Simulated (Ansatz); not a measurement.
**Is this Hf2SiO6 structure a true minimum?**

The structure comes from a generated guess, relaxed at this level; another structure or a mixture of phases may lie lower.

All numbers below come from DFT PBE, scalar-relativistic, plane waves, PAW in Ansatz 0.2.0. Plane waves to 420 eV, a k mesh through Γ of 6×6×4 on the computed 9-atom cell and Gaussian smearing (0.02 eV); no spin polarisation.

The cell below (9 atoms, space group C2 (No. 5)) is relaxed within its symmetry.

```xyz
9
Lattice="4.8927 -3.0014 0.0318 4.8927 3.0014 0.0318 -0.0558 0.0000 6.4126" Properties=species:S:1:pos:R:3 pbc="T T T"
Hf    2.4081    1.5012    5.2807
Hf    7.3214    1.5012    1.1955
Si    4.8648   -0.0006    3.2381
O     5.8142   -0.9459    4.1765
O     7.8193    0.0015    0.0537
O     5.8029    0.9442    2.2880
O     1.9102    0.0015    6.4226
O     3.9153   -0.9459    2.2997
O     3.9266    0.9442    4.1883
```

For the test it was strained at random (σ = 1.5 % a component), the atoms were moved at random (σ = 0.10 Å), and all was relaxed again on a coarse 4×4×2 mesh (in the run’s order of axes) with 0.10 eV smearing, with no symmetry imposed.

Spin–orbit coupling, which can matter for Hf, is left out.

Task: Is the structure stable against such a distortion?

Result: It returns, within 1 meV/atom of the unmoved cell on that mesh and with the same symmetry when read at 0.1 Å (P1 at 0.01 Å, so small strains and shifts remain). So it is stable against the distortions that fit this cell and that this random move excites. Modes that don't fit the cell aren't tested.
